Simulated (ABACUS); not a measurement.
# Au (Fm-3m) in ABACUS: notebook

One crystal, Au, is run at these levels: SCAN; tasks: band structure, equation of state.

Program: ABACUS 3.10.1. These are calculated values, not measurements. Logs are shortened: lines on timing, memory, paths and dates and some standing lists are left out, and cuts for length are marked.

**What was measured.**

From “Exploring toroidal anvil profiles for larger sample volumes above 4 Mbar”, 2024, pmc:11102561, for a bulk crystal of Au: bulk modulus 167 GPa.

The runs below are set against these values where they give the same quantity.

## (1) The structure

The structure is cubic, space group Fm-3m (No. 225). The conventional cell has a = 4.070 Å, b = 4.070 Å, c = 4.070 Å, α = 90.00°, β = 90.00°, γ = 90.00°. Au (site symmetry m-3m) is surrounded by 12 Au at 2.88 Å.

## (2) Band structure, SCAN

INPUT reads:

```
INPUT_PARAMETERS
suffix              Au
calculation         nscf
basis_type          lcao
pseudo_dir          ./
orbital_dir         ./
symmetry            -1
dft_functional      scan
ecutwfc             100.0
pseudo_rcut         10
nspin               1
nbands              20
ks_solver           genelpa
smearing_method     fd
smearing_sigma      0.00367493
scf_thr             1e-07
scf_nmax            100
mixing_type         broyden
mixing_beta         0.7
mixing_tau          1
init_chg            file
out_band            1
```

STRU reads:

```
ATOMIC_SPECIES
Au 196.9666 Au_ONCV_PBE-1.2.upf

NUMERICAL_ORBITAL
Au_confined-atom_7au_3s2p2d1f.orb

LATTICE_CONSTANT
1.8897261246

LATTICE_VECTORS
2.8779246000 0.0000000000 0.0000000000
1.4389623000 2.4923558138 0.0000000000
1.4389623000 0.8307852713 2.3498155961

ATOMIC_POSITIONS
Direct

Au
0.0
1
0.0000000000 0.0000000000 0.0000000000 1 1 1
```

KPT reads:

```
K_POINTS
12
Line
0.00000000 0.00000000 0.00000000 10 // G
0.50000000 0.00000000 0.50000000 10 // X
0.50000000 0.25000000 0.75000000 10 // W
0.37500000 0.37500000 0.75000000 10 // K
0.00000000 0.00000000 0.00000000 10 // G
0.50000000 0.50000000 0.50000000 10 // L
0.62500000 0.25000000 0.62500000 10 // U
0.50000000 0.25000000 0.75000000 10 // W
0.50000000 0.50000000 0.50000000 10 // L
0.37500000 0.37500000 0.75000000 1 // K
0.62500000 0.25000000 0.62500000 10 // U
0.50000000 0.00000000 0.50000000 1 // X
```

Potentials or basis: SG15 ONCV 1.2 PBE, DZP LCAO (the cutoffs set its grid).

Started as:

```sh
OMP_NUM_THREADS=1 mpirun -np 4 abacus > log
```

running log:

```text
ABACUS v3.10.1

               Atomic-orbital Based Ab-initio Computation at UStc

 ------------------------------------------------------------------------------------

 READING GENERAL INFORMATION
                           global_out_dir = OUT.Au/
                           global_in_card = INPUT
                               pseudo_dir = ./
                              orbital_dir = ./
                                    DSIZE = 4
                                    GSIZE = 1

 READING UNITCELL INFORMATION
                                    ntype = 1
                  lattice constant (Bohr) = 1.88973
              lattice constant (Angstrom) = 1

 READING ATOM TYPE 1
                               atom label = Au
                      L=0, number of zeta = 3
                      L=1, number of zeta = 2
                      L=2, number of zeta = 2
                      L=3, number of zeta = 1
             number of atom for this type = 1

                        TOTAL ATOM NUMBER = 1
DIRECT COORDINATES
    atom                   x                   y                   z     mag                  vx                  vy                  vz
taud_Au1            0.0000000000        0.0000000000        0.0000000000  0.0000        0.0000000000        0.0000000000        0.0000000000

                          Volume (Bohr^3) = 113.742
                             Volume (A^3) = 16.8548

 Lattice vectors: (Cartesian coordinate: in unit of a_0)
             +2.87792                  +0                  +0
             +1.43896            +2.49236                  +0
             +1.43896           +0.830785            +2.34982
 Reciprocal vectors: (Cartesian coordinate: in unit of 2 pi/a_0)
            +0.347473           -0.200613           -0.141855
                   -0           +0.401227           -0.141855
                   +0                  -0           +0.425565
 The esolver type has been set to : ksdft_lcao

                PAO radial cut off (Bohr) = 10

 Read in pseudopotential file is Au_ONCV_PBE-1.2.upf
                     pseudopotential type = NC
          exchange-correlation functional = PBE
                 nonlocal core correction = 0
                        valence electrons = 19
                                     lmax = 3
                           number of zeta = 0
                     number of projectors = 8
                           L of projector = 0
                           L of projector = 0
                           L of projector = 1
                           L of projector = 1
                           L of projector = 2
                           L of projector = 2
                           L of projector = 3
                           L of projector = 3
 XC functional updated to : scan
          exchange-correlation functional = SCAN
     initial pseudo atomic orbital number = 0

 SETUP THE ELECTRONS NUMBER
            electron number of element Au = 19
      total electron number of element Au = 19
            AUTOSET number of electrons:  = 19
                           occupied bands = 10
                                   NLOCAL = 26
                                   NBANDS = 20
                                   NBANDS = 20
                                   NLOCAL = 26

%%%%%%%%%%%%%%%%%%%%%%%%%%%%%%%%%%%%%%%%%%%%%%%%%%%%%%%%%%%%%%%%%%%%%%%%%%%%%%%%%%%%%%%%%%%%%%%%%%%%%%%%%%
 Warning: the number of valence electrons in pseudopotential > 11 for Au: [Xe] 4f14 5d10 6s1
 Pseudopotentials with additional electrons can yield (more) accurate outcomes, but may be less efficient.
 If you're confident that your chosen pseudopotential is appropriate, you can safely ignore this warning.
%%%%%%%%%%%%%%%%%%%%%%%%%%%%%%%%%%%%%%%%%%%%%%%%%%%%%%%%%%%%%%%%%%%%%%%%%%%%%%%%%%%%%%%%%%%%%%%%%%%%%%%%%%

 SETUP THE PLANE WAVE BASIS
 energy cutoff for charge/potential (unit:Ry) = 400
            fft grid for charge/potential = [ 36, 36, 36 ]
                        fft grid division = [ 3, 3, 3 ]
        big fft grid for charge/potential = [ 12, 12, 12 ]
                                     nbxx = 432
                                     nrxx = 11664

 SETUP PLANE WAVES FOR CHARGE/POTENTIAL
                    number of plane waves = 15353
                         number of sticks = 817

 PARALLEL PW FOR CHARGE/POTENTIAL
     PROC   COLUMNS(POT)             PW
        1            205           3839
        2            204           3838
        3            204           3839
        4            204           3837
 --------------- sum -------------------
        4            817          15353
                            number of |g| = 201
                                  max |g| = 35.9797
                                  min |g| = 0.181106

----------- Double Check Mixing Parameters Begin ------------
mixing_type: broyden
mixing_beta: 0.7
mixing_gg0: 1
mixing_gg0_min: 0.1
mixing_ndim: 8
----------- Double Check Mixing Parameters End ------------

 SETUP K-POINTS
                                    nspin = 1
                                   nkstot = 102
K-POINTS DIRECT COORDINATES
 KPOINTS    DIRECT_X    DIRECT_Y    DIRECT_Z  WEIGHT
       1  0.00000000  0.00000000  0.00000000  1.0000
       2  0.05000000  0.00000000  0.05000000  1.0000
       3  0.10000000  0.00000000  0.10000000  1.0000
       4  0.15000000  0.00000000  0.15000000  1.0000
       5  0.20000000  0.00000000  0.20000000  1.0000
       6  0.25000000  0.00000000  0.25000000  1.0000
[... 22 lines left out ...]
      29  0.40000000  0.35000000  0.75000000  1.0000
      30  0.38750000  0.36250000  0.75000000  1.0000
[... 72 further k points ...]

           k-point number in this process = 102
       minimum distributed K point number = 102

[... K-POINTS CARTESIAN COORDINATES: 102 rows ...]

[... K-POINTS DIRECT COORDINATES: 102 rows ...]

 SETUP PLANE WAVES FOR WAVE FUNCTIONS
     energy cutoff for wavefunc (unit:Ry) = 100
              fft grid for wave functions = [ 36, 36, 36 ]
                    number of plane waves = 2445
                         number of sticks = 241

 PARALLEL PW FOR WAVE FUNCTIONS
     PROC   COLUMNS(POT)             PW
        1             60            611
        2             61            613
        3             60            611
        4             60            610
 --------------- sum -------------------
        4            241           2445

 SET NONLOCAL PSEUDOPOTENTIAL PROJECTORS
 max number of nonlocal projetors among all species is 8

 -------------------------------------------
 NONSELF-CONSISTENT
 -------------------------------------------

 SETUP SEARCHING RADIUS FOR PROGRAM TO SEARCH ADJACENT ATOMS
                  longest orb rcut (Bohr) = 7
   longest nonlocal projector rcut (Bohr) = 3.18
                     search radius (Bohr) = 20.4
              searching radius is (Bohr)) = 20.4
         searching radius unit is (Bohr)) = 1.89
                         PeriodicBoundary = 1
                        Radius(unit:lat0) = 10.8
                                   glayer = [ 6, 6, 6 ]
                             glayer_minus = [ 5, 5, 5 ]

Find the coordinate range of the input atom(unit:lat0).
                                  min_tau = [ -28.8, -16.6, -11.7 ]
                                  max_tau = [ 28.8, 16.6, 11.7 ]
                                BoxNumber = [ 11, 11, 11 ]

 SETUP EXTENDED REAL SPACE GRID FOR GRID INTEGRATION
                          real space grid = [ 36, 36, 36 ]
                 big cell numbers in grid = [ 12, 12, 12 ]
             meshcell numbers in big cell = [ 3, 3, 3 ]
                        extended fft grid = [ 19, 19, 19 ]
                dimension of extened grid = [ 51, 51, 51 ]
                            UnitCellTotal = 125
              Atom number in sub-FFT-grid = 1
    Local orbitals number in sub-FFT-grid = 26
                                ParaV.nnr = 42081
                                 init_chg = file
 try to read charge from file
 Read in the charge density: OUT.Au//Au-CHARGE-DENSITY.restart
 try to read kinetic energy density from file
 Read in the kinetic energy density: OUT.Au//Au-TAU-DENSITY.restart

 LCAO ALGORITHM --------------- ION=   1  ELEC=   1--------------------------------
[... levels at 102 k points of this process ...]

 Density error is 0.00000000000
----------------------------------------------------------
     Energy           Rydberg                 eV
----------------------------------------------------------
 E_KohnSham     -274.5146982531      -3734.9640809932
 E_KS(sigma->0) -274.5146175108      -3734.9629824372
 E_Harris       -274.5146982531      -3734.9640809932
 E_band         -16.4183104060       -223.3825730541
 E_one_elec     -86.4135522381       -1175.7166948594
 E_Hartree      52.4522252357        713.6491359853
 E_xc           -25.3542335331       -344.9620444734
 E_Ewald        -215.1989762329      -2927.9322805338
 E_entropy(-TS) -0.0001614847        -0.0021971120
 E_descf        0.0000000000         0.0000000000
 E_exx          0.0000000000         0.0000000000
 E_Fermi        1.6783726266         22.8354310896
----------------------------------------------------------

 charge density convergence is achieved
 final etot is -3734.9640810 eV
 EFERMI = 22.835431090 eV

 STATE ENERGY(eV) AND OCCUPATIONS    NSPIN == 1
 1/102 kpoint (Cartesian) = 0.0000 0.0000 0.0000 (481 pws)
       1       -87.6732      0.0196078
       2       -38.0906      0.0196078
       3       -38.0906      0.0196078
       4       -38.0906      0.0196078
       5        10.3516      0.0196078
       6        15.8256      0.0196078
[... 12 lines left out ...]
      19        52.2857        0.00000
      20        52.2857        0.00000

 2/102 kpoint (Cartesian) = 0.017374 -0.010031 0.014186 (482 pws)
       1       -87.6728      0.0196078
       2       -38.0964      0.0196078
       3       -38.0929      0.0196078
       4       -38.0929      0.0196078
       5        10.4745      0.0196078
       6        15.7607      0.0196078
[... 12 lines left out ...]
      19        52.4313        0.00000
      20        54.4163        0.00000

 3/102 kpoint (Cartesian) = 0.034747 -0.020061 0.028371 (483 pws)
       1       -87.6715      0.0196078
       2       -38.1132      0.0196078
       3       -38.0995      0.0196078
       4       -38.0995      0.0196078
       5        10.8371      0.0196078
       6        15.5765      0.0196078
[... 12 lines left out ...]
      19        53.2618        0.00000
      20        56.6138        0.00000

 4/102 kpoint (Cartesian) = 0.052121 -0.030092 0.042557 (487 pws)
       1       -87.6695      0.0196078
       2       -38.1392      0.0196078
       3       -38.1099      0.0196078
       4       -38.1099      0.0196078
       5        11.4160      0.0196078
       6        15.3013      0.0196078
[... 12 lines left out ...]
      19        56.0805        0.00000
      20        58.4793        0.00000

 5/102 kpoint (Cartesian) = 0.069495 -0.040123 0.056742 (489 pws)
       1       -87.6670      0.0196078
       2       -38.1716      0.0196078
       3       -38.1229      0.0196078
       4       -38.1229      0.0196078
       5        12.1538      0.0196078
       6        14.9725      0.0196078
[... 12 lines left out ...]
      19        56.3197        0.00000
      20        59.7950        0.00000

 6/102 kpoint (Cartesian) = 0.086868 -0.050153 0.070928 (489 pws)
       1       -87.6642      0.0196078
       2       -38.2073      0.0196078
       3       -38.1373      0.0196078
       4       -38.1373      0.0196078
       5        12.9111      0.0196078
       6        14.6286      0.0196078
[... 12 lines left out ...]
      19        55.4389        0.00000
      20        60.9609        0.00000

[... levels at 96 further k points ...]

 --------------------------------------------
 !FINAL_ETOT_IS -3734.964080993248 eV
 --------------------------------------------

 Output bands in file: OUT.Au/BANDS_1.dat
```

Run time: 1.1 s. Hardware: 4 MPI ranks of Intel Xeon Platinum 8488C (Sapphire Rapids), shared host; peak memory 0.36 GiB.

Levels at the corners of the path, in eV from the Fermi level:
| point | band 5 | band 6 | band 7 | band 8 | band 9 | band 10 | band 11 | band 12 | band 13 | band 14 |
| --- | --- | --- | --- | --- | --- | --- | --- | --- | --- | --- |
| Γ | -10.35 | -4.88 | -4.88 | -4.88 | -3.29 | -3.29 | 15.63 | 19.76 | 19.76 | 19.76 |
| X | -7.39 | -7.07 | -2.07 | -1.63 | -1.63 | 1.06 | 6.03 | 10.45 | 10.45 | 18.50 |
| W | -6.22 | -5.38 | -5.38 | -3.46 | -1.63 | 4.88 | 6.63 | 6.63 | 10.08 | 24.70 |
| K | -6.76 | -6.09 | -3.97 | -2.99 | -2.11 | 3.99 | 4.93 | 7.89 | 13.22 | 18.98 |
| Γ | -10.35 | -4.88 | -4.88 | -4.88 | -3.29 | -3.29 | 15.63 | 19.76 | 19.76 | 19.76 |
| L | -7.68 | -4.93 | -4.93 | -1.99 | -1.99 | -0.94 | 3.25 | 15.45 | 17.91 | 17.91 |
| U | -6.76 | -6.09 | -3.97 | -2.99 | -2.11 | 3.99 | 4.93 | 7.89 | 13.22 | 18.98 |
| W | -6.22 | -5.38 | -5.38 | -3.46 | -1.63 | 4.88 | 6.63 | 6.63 | 10.08 | 24.70 |
| L | -7.68 | -4.93 | -4.93 | -1.99 | -1.99 | -0.94 | 3.25 | 15.45 | 17.91 | 17.91 |
| K | -6.76 | -6.09 | -3.97 | -2.99 | -2.11 | 3.99 | 4.93 | 7.89 | 13.22 | 18.98 |
| U | -6.76 | -6.09 | -3.97 | -2.99 | -2.11 | 3.99 | 4.93 | 7.89 | 13.22 | 18.98 |
| X | -7.39 | -7.07 | -2.07 | -1.63 | -1.63 | 1.06 | 6.03 | 10.45 | 10.45 | 18.50 |

Caveat: the atomic orbitals were generated for these runs and aren't a published set; the density is read from an earlier self-consistent run, whose mesh may be coarse; the potentials were made for another functional, which shifts forces and pressure; spin-orbit coupling is left out, which moves the levels of the heavy elements; the basis of atomic orbitals isn't converged, which shifts pressures, moduli and gaps.

(Part 1 of 2 ends here.)
